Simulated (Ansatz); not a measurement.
## Band table of TiC (CsCl type)

```xyz
2
Lattice="2.7113 0.0000 0.0000 0.0000 2.7113 0.0000 0.0000 0.0000 2.7113" Properties=species:S:1:pos:R:3 pbc="T T T"
Ti    0.0000    0.0000    0.0000
C     1.3556    1.3556    1.3556
```

The cell comes from a relaxation on PAW files under the same functional, begun from a prototype that needn't be the stable phase.

Computed with Ansatz 0.2.0; functional PBE, scalar-relativistic. Settings: a Γ-centred 14×14×14 k mesh, Fermi–Dirac smearing of 0.08 eV, no spin polarisation. Methods: LAPW: all electrons, basis error target 1 meV/atom.

Path points, in fractions of the reciprocal vectors: Γ (0.000, 0.000, 0.000), X (0.000, 0.500, 0.000), M (0.500, 0.500, 0.000), R (0.500, 0.500, 0.500). The distance column jumps between branches of the path. Levels in eV from the Fermi level; bands 6 to 11, counted from the lowest band of the run. The gap is zero, the pressure 0.03 GPa.

```
# k(1/Å) point b6 b7 b8 b9 b10 b11
0.000 Γ -13.02 -1.58 -1.58 1.47 1.47 1.47
0.166 - -12.92 -1.70 -1.54 1.22 1.22 1.44
0.331 - -12.63 -2.16 -1.42 0.71 0.71 1.51
0.497 - -12.18 -3.01 -1.25 0.18 0.18 1.93
0.662 - -11.60 -4.07 -1.05 -0.29 -0.29 2.62
0.828 - -10.94 -5.14 -0.86 -0.65 -0.65 3.41
0.993 - -10.34 -6.02 -0.88 -0.88 -0.73 3.51
1.159 X -10.06 -6.38 -0.96 -0.96 -0.68 3.52
1.324 - -10.05 -6.27 -1.10 -0.89 -0.60 3.42
1.490 - -10.03 -5.95 -1.47 -0.67 -0.41 3.14
1.655 - -9.99 -5.44 -1.96 -0.33 -0.17 2.76
1.821 - -9.95 -4.80 -2.46 -0.05 0.15 2.38
1.986 - -9.91 -4.12 -2.87 -0.15 0.72 2.06
2.152 - -9.89 -3.51 -3.14 -0.44 1.36 1.85
2.317 M -9.88 -3.23 -3.23 -0.61 1.78 1.78
2.552 - -9.91 -3.60 -3.18 -0.30 1.16 1.84
2.786 - -10.12 -3.99 -3.00 0.08 0.48 2.04
3.020 - -10.69 -3.75 -2.74 0.12 0.16 2.33
3.254 - -11.50 -2.90 -2.40 0.02 0.12 2.67
3.488 - -12.28 -2.03 -1.95 0.06 0.46 2.12
3.722 - -12.82 -1.71 -1.59 0.82 1.05 1.66
3.956 Γ -13.02 -1.58 -1.58 1.47 1.47 1.47
4.243 - -12.73 -1.68 -1.68 0.41 1.37 1.37
4.530 - -11.96 -1.99 -1.99 -0.87 1.11 1.11
4.816 - -10.94 -2.61 -2.61 -1.44 1.08 1.08
5.103 - -9.92 -3.54 -3.54 -1.27 1.62 1.62
5.390 - -8.92 -4.47 -4.47 -1.91 2.68 2.68
5.676 - -7.73 -5.12 -5.12 -3.86 3.94 3.94
5.963 R -6.61 -5.36 -5.36 -5.36 4.61 4.61
6.197 - -7.48 -5.20 -5.20 -4.22 3.98 4.29
6.431 - -8.49 -4.84 -4.75 -2.46 2.79 3.16
6.665 - -9.23 -4.62 -4.02 -0.71 1.63 2.12
6.899 - -9.70 -4.91 -3.10 0.19 0.65 2.01
7.134 - -9.94 -5.58 -2.11 -0.23 -0.08 2.63
7.368 - -10.04 -6.16 -1.29 -0.76 -0.52 3.29
7.602 X -10.06 -6.38 -0.96 -0.96 -0.68 3.52
9.240 R -6.61 -5.36 -5.36 -5.36 4.61 4.61
9.406 - -7.16 -5.28 -5.28 -4.68 4.15 4.60
9.572 - -7.94 -5.04 -5.04 -3.51 3.12 4.59
9.737 - -8.62 -4.68 -4.68 -2.20 1.97 4.22
9.903 - -9.17 -4.23 -4.23 -0.81 0.92 3.31
10.068 - -9.56 -3.76 -3.76 0.09 0.60 2.53
10.234 - -9.80 -3.38 -3.38 -0.43 1.93 1.98
10.399 M -9.88 -3.23 -3.23 -0.61 1.78 1.78
```
